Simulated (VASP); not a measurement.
A run of VASP 6.6.1 is set up as follows.

Contents of INCAR:

```
ALGO = Normal
EDIFF = 1E-7
ENCUT = 520
GGA = PS
ISIF = 2
ISMEAR = 0
KPAR = 4
LASPH = True
LCHARG = False
LREAL = False
LWAVE = False
NBANDS = 35
NELM = 100
PREC = Accurate
SIGMA = 0.02
```

Contents of KPOINTS:

```
k-points
0
Gamma
  6 6 6
```

The input POSCAR:

```
Al2O3                                   
1.0
    2.3859067630      1.3775039124      4.3354529017
   -2.3859067630      1.3775039124      4.3354529017
    0.0000000000     -2.7550078248      4.3354529017
  Al              O             
     4     6
Direct
     0.6479571424731241    0.6479571424731241    0.6479571424731241
     0.8520428575268759    0.8520428575268759    0.8520428575268759
     0.1479571424731240    0.1479571424731240    0.1479571424731240
     0.3520428575268760    0.3520428575268760    0.3520428575268760
     0.4441754774289614    0.0558245225710386    0.7500000000000000
     0.9441754774289601    0.2499999999999987    0.5558245225710413
     0.0558245225710399    0.7500000000000013    0.4441754774289587
     0.7499999999999987    0.4441754774289601    0.0558245225710413
     0.2500000000000013    0.5558245225710399    0.9441754774289587
     0.5558245225710386    0.9441754774289614    0.2500000000000000
```

File KPOINTS_OPT:

```
path GLB1,BZGX,QFP1Z,LP
15
line-mode
reciprocal
 0.0000000000  0.0000000000  0.0000000000  G
 0.5000000000  0.0000000000  0.0000000000  L

 0.5000000000  0.0000000000  0.0000000000  L
 0.5000000000  0.2337696952 -0.2337696952  B1

 0.7662303048  0.5000000000  0.2337696952  B
 0.5000000000  0.5000000000  0.5000000000  Z

 0.5000000000  0.5000000000  0.5000000000  Z
 0.0000000000  0.0000000000  0.0000000000  G

 0.0000000000  0.0000000000  0.0000000000  G
 0.3668848476  0.0000000000 -0.3668848476  X

 0.6331151524  0.3668848476  0.0000000000  Q
 0.5000000000  0.5000000000  0.0000000000  F

 0.5000000000  0.5000000000  0.0000000000  F
 0.6331151524  0.6331151524  0.2337696952  P1

 0.6331151524  0.6331151524  0.2337696952  P1
 0.5000000000  0.5000000000  0.5000000000  Z

 0.5000000000  0.0000000000  0.0000000000  L
 0.7662303048  0.3668848476  0.3668848476  P
```

Potentials or basis: VASP PAW PBE potentials, release 64 (Al, O).

Command:

```console
$ cat potpaw_PBE.64/Al/POTCAR potpaw_PBE.64/O/POTCAR > POTCAR
$ mpirun -np 4 vasp_std > vasp.out
```

Estimate the largest force.

0.008 eV/Å.

Estimate the band gap on the k mesh.

6.06 eV, direct.

Predict the band gap along the path.

6.06 eV, direct.

Predict the pressure.

0.4 GPa.

Forces in eV/Å, atoms in the order of the input:
```
Al   0.000  0.000 -0.008
Al   0.000  0.000  0.008
Al   0.000  0.000 -0.008
Al   0.000  0.000  0.008
O   -0.002  0.000  0.000
O   -0.001 -0.002  0.000
O    0.001  0.002  0.000
O    0.001 -0.002  0.000
O   -0.001  0.002  0.000
O    0.002  0.000  0.000
```

Caveat: the PAW data sets were made with another functional, which shifts forces and pressure a little.

**Measured values to compare with.**

“Multi-petahertz electron interference in Cr:Al2O3 solid-state material”, 2018, pmc:5906618 quotes, for a bulk crystal of Al2O3: band gap 8.7 eV (optical).

Against the measured gap of Al2O3, 8.7 eV (optical; quoted in “Multi-petahertz electron interference in Cr:Al2O3 solid-state material”, 2018, pmc:5906618), the calculated 6.06 eV is off by -2.64 eV. The value is that of PBEsol, without temperature or zero-point motion. Semilocal functionals fall short of measured gaps as a rule. The cell is a database's relaxed one, not the measured one, which moves gaps too.
